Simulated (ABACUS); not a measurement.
# NaH (Fm-3m) in ABACUS: single point with LDA

Aim: the single point of NaH with LDA.

Everything below comes from runs of ABACUS 3.10.1. Logs are shortened: lines on timing, memory, paths and dates and some standing lists are left out, and cuts for length are marked.

### Step 1. The structure

The structure is cubic, space group Fm-3m (No. 225). Conventional cell: a = 4.880 Å, b = 4.880 Å, c = 4.880 Å, α = 90.00°, β = 90.00°, γ = 90.00°. Na (site symmetry m-3m) has 6 H at 2.44 Å as nearest neighbours. Around H (site symmetry m-3m) lie 6 Na at 2.44 Å.

### Step 2. Single point, LDA

Input file INPUT:

```
INPUT_PARAMETERS
suffix              NaH
calculation         scf
basis_type          pw
pseudo_dir          ./
latname             fcc
symmetry            1
dft_functional      pz
ecutwfc             89
pseudo_rcut         7
nspin               1
nbands              15
ks_solver           dav
smearing_method     fd
smearing_sigma      0.00367493
scf_thr             1e-08
scf_nmax            100
mixing_type         broyden
mixing_beta         0.7
cal_force           1
cal_stress          1
out_chg             1
kpar                4
```

Input file STRU:

```
ATOMIC_SPECIES
Na 22.9898 Na.upf
H 1.0080 H.upf

LATTICE_CONSTANT
9.2218634882

ATOMIC_POSITIONS
Direct

Na
0.0
1
0.0000000000 0.0000000000 0.0000000000 1 1 1

H
0.0
1
0.5000000000 0.5000000000 0.5000000000 1 1 1
```

Input file KPT:

```
K_POINTS
0
Gamma
7 7 7 0 0 0
```

Potentials or basis: PseudoDojo NC SR 0.4.1 LDA stringent, plane waves.

On the command line:

```sh
$ OMP_NUM_THREADS=1 mpirun -np 4 abacus > log
```

running log:

```text
ABACUS v3.10.1

               Atomic-orbital Based Ab-initio Computation at UStc

 ------------------------------------------------------------------------------------

 READING GENERAL INFORMATION
                           global_out_dir = OUT.NaH/
                           global_in_card = INPUT
                               pseudo_dir = ./
                              orbital_dir =
                                    DSIZE = 4
                                    GSIZE = 1

 READING UNITCELL INFORMATION
                                    ntype = 2
                  lattice constant (Bohr) = 9.22186
              lattice constant (Angstrom) = 4.88

 READING ATOM TYPE 1
                               atom label = Na
                      L=0, number of zeta = 1
                      L=1, number of zeta = 1
                      L=2, number of zeta = 1
             number of atom for this type = 1

 READING ATOM TYPE 2
                               atom label = H
                      L=0, number of zeta = 1
                      L=1, number of zeta = 1
                      L=2, number of zeta = 1
             number of atom for this type = 1

                        TOTAL ATOM NUMBER = 2
DIRECT COORDINATES
    atom                   x                   y                   z     mag                  vx                  vy                  vz
taud_Na1            0.0000000000        0.0000000000        0.0000000000  0.0000        0.0000000000        0.0000000000        0.0000000000
taud_H1            0.5000000000        0.5000000000        0.5000000000  0.0000        0.0000000000        0.0000000000        0.0000000000

                          Volume (Bohr^3) = 196.063
                             Volume (A^3) = 29.0535

 Lattice vectors: (Cartesian coordinate: in unit of a_0)
                 -0.5                  +0                +0.5
                   +0                +0.5                +0.5
                 -0.5                +0.5                  +0
 Reciprocal vectors: (Cartesian coordinate: in unit of 2 pi/a_0)
                   -1                  -1                  +1
                   +1                  +1                  +1
                   -1                  +1                  -1
 The esolver type has been set to : ksdft_pw

                PAO radial cut off (Bohr) = 7

 Read in pseudopotential file is Na.upf
                     pseudopotential type = NC
          exchange-correlation functional = SLAPWNOGXNOGC
                 nonlocal core correction = 0
                        valence electrons = 9
                                     lmax = 1
                           number of zeta = 3
                     number of projectors = 4
                           L of projector = 0
                           L of projector = 0
                           L of projector = 1
                           L of projector = 1
 XC functional updated to : pz
          exchange-correlation functional = PZ
                PAO radial cut off (Bohr) = 7

 Read in pseudopotential file is H.upf
                     pseudopotential type = NC
          exchange-correlation functional = SLAPWNOGXNOGC
                 nonlocal core correction = 0
                        valence electrons = 1
                                     lmax = 1
                           number of zeta = 1
                     number of projectors = 3
                           L of projector = 0
                           L of projector = 0
                           L of projector = 1
 XC functional updated to : pz
          exchange-correlation functional = PZ
     initial pseudo atomic orbital number = 6

 SETUP THE ELECTRONS NUMBER
            electron number of element Na = 9
      total electron number of element Na = 9
             electron number of element H = 1
       total electron number of element H = 1
            AUTOSET number of electrons:  = 10
                           occupied bands = 5
                                   NBANDS = 15
                                   NLOCAL = 18

%%%%%%%%%%%%%%%%%%%%%%%%%%%%%%%%%%%%%%%%%%%%%%%%%%%%%%%%%%%%%%%%%%%%%%%%%%%%%%%%%%%%%%%%%%%%%%%%%%%%%%%%%%
 Warning: the number of valence electrons in pseudopotential > 1 for Na: [Ne] 3s1
 Pseudopotentials with additional electrons can yield (more) accurate outcomes, but may be less efficient.
 If you're confident that your chosen pseudopotential is appropriate, you can safely ignore this warning.
%%%%%%%%%%%%%%%%%%%%%%%%%%%%%%%%%%%%%%%%%%%%%%%%%%%%%%%%%%%%%%%%%%%%%%%%%%%%%%%%%%%%%%%%%%%%%%%%%%%%%%%%%%

 SETUP THE PLANE WAVE BASIS
 energy cutoff for charge/potential (unit:Ry) = 356
            fft grid for charge/potential = [ 40, 40, 40 ]
                        fft grid division = [ 1, 1, 1 ]
[... 57 lines left out ...]
                       right hand lattice = 1
(for reciprocal lattice: )
                             BRAVAIS TYPE = 2
                     BRAVAIS LATTICE NAME = 02. Cubic I (body-centered)
                                    ibrav = 2
                       right hand lattice = 1
(for k-lattice: )
                             BRAVAIS TYPE = 2
                     BRAVAIS LATTICE NAME = 02. Cubic I (body-centered)
                                    ibrav = 2
                       right hand lattice = 1
                        ROTATION MATRICES = 48
                               nkstot_ibz = 20
K-POINTS REDUCTION ACCORDING TO SYMMETRY
     IBZ    DIRECT_X    DIRECT_Y    DIRECT_Z  WEIGHT  ibz2bz
       1  0.00000000  0.00000000  0.00000000  0.0029       0
       2  0.14285714  0.14285714  0.14285714  0.0233       1
       3  0.28571429  0.28571429  0.28571429  0.0233       2
       4  0.42857143  0.42857143  0.42857143  0.0233       3
       5  0.14285714  0.14285714  0.00000000  0.0175       8
       6  0.28571429  0.14285714  0.28571429  0.0700       9
[... 12 lines left out ...]
      19 -0.42857143  0.42857143  0.14285714  0.0700      74
      20 -0.28571429  0.42857143  0.28571429  0.0700      75

                               nkstot now = 20
[... K-POINTS DIRECT COORDINATES: 20 rows ...]

           k-point number in this process = 5
       minimum distributed K point number = 5
[... stars of the k points ...]

[... K-POINTS CARTESIAN COORDINATES: 5 rows ...]

[... K-POINTS DIRECT COORDINATES: 5 rows ...]

 SETUP PLANE WAVES FOR WAVE FUNCTIONS
     energy cutoff for wavefunc (unit:Ry) = 89
              fft grid for wave functions = [ 40, 40, 40 ]
                    number of plane waves = 3287
                         number of sticks = 295

 PARALLEL PW FOR WAVE FUNCTIONS
     PROC   COLUMNS(POT)             PW
        1            295           3287
 --------------- sum -------------------
        1            295           3287

 SETUP NONLOCAL PSEUDOPOTENTIALS IN PLANE WAVE BASIS
 Na non-local projectors:
 projector 1 L=0
 projector 2 L=0
 projector 3 L=1
 projector 4 L=1
 H non-local projectors:
 projector 1 L=0
 projector 2 L=0
 projector 3 L=1
      TOTAL NUMBER OF NONLOCAL PROJECTORS = 13

 Init Non-Local PseudoPotential table :
 Init Non-Local-Pseudopotential done.

                                     npwx = 2794

 Make real space PAO into reciprocal space.
       max mesh points in Pseudopotential = 701
     dq(describe PAO in reciprocal space) = 0.01
                                    max q = 1136

 number of pseudo atomic orbitals for Na is 3
WARNING: norm of atomic wavefunction # 3 of atomic type Na is 0.967804, renormalized

 number of pseudo atomic orbitals for H is 1
WARNING: norm of atomic wavefunction # 1 of atomic type H is 0.999692, renormalized

 -------------------------------------------
 SELF-CONSISTENT
 -------------------------------------------
                                 init_chg = atomic

 PW ALGORITHM --------------- ION=   1  ELEC=   1--------------------------------

 Density error is 0.100388422936
                          Error Threshold = 0.01
----------------------------------------------------------
     Energy           Rydberg                 eV
----------------------------------------------------------
 E_KohnSham     -92.3882090081       -1257.0060705246
 E_Harris       -93.9516321122       -1278.2775331254
 E_Fermi        0.0471177989         0.6410705429
----------------------------------------------------------
[... 51 lines left out ...]
 Density error is 1.80276194185e-09
                          Error Threshold = 3.68954991365e-10
----------------------------------------------------------
     Energy           Rydberg                 eV
----------------------------------------------------------
 E_KohnSham     -92.4027265079       -1257.2035912433
 E_KS(sigma->0) -92.4027265079       -1257.2035912433
 E_Harris       -92.4023319155       -1257.1982225381
 E_band         -16.9584397172       -230.7314093434
 E_one_elec     -72.4484781849       -985.7121147432
 E_Hartree      36.9470111359        502.6898755183
 E_xc           -14.0060374129       -190.5619152170
 E_Ewald        -42.8952220460       -583.6194368014
 E_entropy(-TS) -0.0000000000        -0.0000000000
 E_descf        0.0000000000         0.0000000000
 E_exx          0.0000000000         0.0000000000
 E_Fermi        0.1850091518         2.5171786471
----------------------------------------------------------

 charge density convergence is achieved
 final etot is -1257.2035912 eV
 EFERMI = 2.5171786471 eV

 STATE ENERGY(eV) AND OCCUPATIONS    NSPIN == 1
 1/5 kpoint (Cartesian) = 0.0000 0.0000 0.0000 (2733 pws)
       1       -49.2915     0.00583090
       2       -21.7654     0.00583090
       3       -21.7654     0.00583090
       4       -21.7654     0.00583090
       5       -3.21394     0.00583090
       6        10.6131    2.78717e-73
       7        15.5223        0.00000
       8        15.5223        0.00000
       9        15.5223        0.00000
      10        16.3730        0.00000
      11        16.3730        0.00000
      12        16.3730        0.00000
      13        17.3524        0.00000
      14        20.5931        0.00000
      15        20.5931        0.00000
[... 55 lines left out ...]
       3       -21.7710      0.0349854
       4       -21.7710      0.0349854
       5       -2.75516      0.0349854
       6        9.37459    9.57533e-62
       7        13.2339        0.00000
       8        13.2706        0.00000
       9        13.2706        0.00000
      10        16.8242        0.00000
      11        18.1388        0.00000
      12        19.5972        0.00000
      13        19.5972        0.00000
      14        20.6670        0.00000
      15        21.0855        0.00000

------------------------------------------------------------------------------------------
 TOTAL-FORCE (eV/Angstrom)
------------------------------------------------------------------------------------------
                       Na1         0.0000000000         0.0000000000         0.0000000000
                        H1         0.0000000000         0.0000000000         0.0000000000
------------------------------------------------------------------------------------------

----------------------------------------------------------------
 TOTAL-STRESS (KBAR)
----------------------------------------------------------------
       -25.9486223184         0.0000000000         0.0000000000
         0.0000000000       -25.9486223184         0.0000000000
         0.0000000000         0.0000000000       -25.9486223184
----------------------------------------------------------------
 TOTAL-PRESSURE: -25.948622 KBAR

 --------------------------------------------
 !FINAL_ETOT_IS -1257.2035912432820624 eV
 --------------------------------------------
```

Run time: 3 s. Hardware: 4 MPI ranks of Intel Xeon Platinum 8375C at 2.90GHz (Ice Lake), shared host; peak memory 0.28 GiB.

Results:

| Item | Value |
| --- | --- |
| Free energy | -1257.2036 eV |
| Pressure | -2.6 GPa |
| Band gap on the k mesh | 3.85 eV, indirect (least direct gap 4.51 eV) |

Caveat: an odd mesh through Γ misses points on the zone boundary, where band edges often lie.

### Step 3. The reference run

An earlier run on the cell as given: functional PBEsol; potentials or basis PseudoDojo NC SR 0.4.1 PBEsol standard; cutoff 1211 eV; density cutoff 4844 eV; basis plane waves; k mesh 9 × 9 × 9; occupations fermi-dirac, width 0.05 eV; no spin polarisation.

* Pressure: -1.2 GPa
* Band gap on the k mesh: 3.83 eV, indirect (least direct gap 4.55 eV)
